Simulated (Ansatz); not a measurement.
Crystal: MnO2.

```
Mn O
1.0
     2.85496    0.00000    0.00000
    -1.42748    2.47246    0.00000
     0.00000    0.00000   10.22174
Mn O
2 4
Direct
  0.00000 0.00000 0.50000
  0.00000 0.00000 0.00000
  0.66667 0.33333 0.40686
  0.66667 0.33333 0.09314
  0.33333 0.66667 0.59314
  0.33333 0.66667 0.90686
```

Measurements of this composition are mostly on another form, of space group No. 136.

Alike in all runs: program Ansatz 0.2.0; functional PBEsol; potentials or basis Ansatz PAW; cutoff 420 eV (not typed: the program's choice for these potentials); k mesh 11 × 11 × 3; occupations fermi-dirac, width 0.05 eV.

The same cell was started in several ways:

```csv
start,free energy over the lowest (meV/atom),net moment (μB),site or absolute moments (μB),gap
"collinear spin, ferromagnetic start of up to 4 μB",0.2,6.00,Mn +2.49; O +0.05,0.80 eV
"collinear spin, ferrimagnetic start of up to 4 μB",0.0,0.00,"Mn +2.49, -2.49; O +0.05, -0.05",0.90 eV
no spin polarisation,360.8,-,-,none (metal or under the smearing width)
"collinear spin, antiferromagnetic start of up to 4 μB",0.0,0.00,"Mn +2.49, -2.49; O +0.05, -0.05",0.90 eV
"collinear spin, random start of up to 4.04 μB",0.0,0.00,"Mn -2.49, +2.49; O -0.05, +0.05",0.90 eV
"collinear spin, ferromagnetic start of up to 5.5 μB",0.2,6.00,Mn +2.49; O +0.05,0.80 eV
```

Allowing spin polarisation gains 361 meV/atom. A still lower state may exist.

Caveats: odd divisions of the mesh miss points on the zone boundary, where band edges often lie, so the gap on the mesh can be too wide (some runs); semilocal functionals often make such compounds metallic where correlation or magnetic order opens a gap, which also shifts bond lengths (some runs).
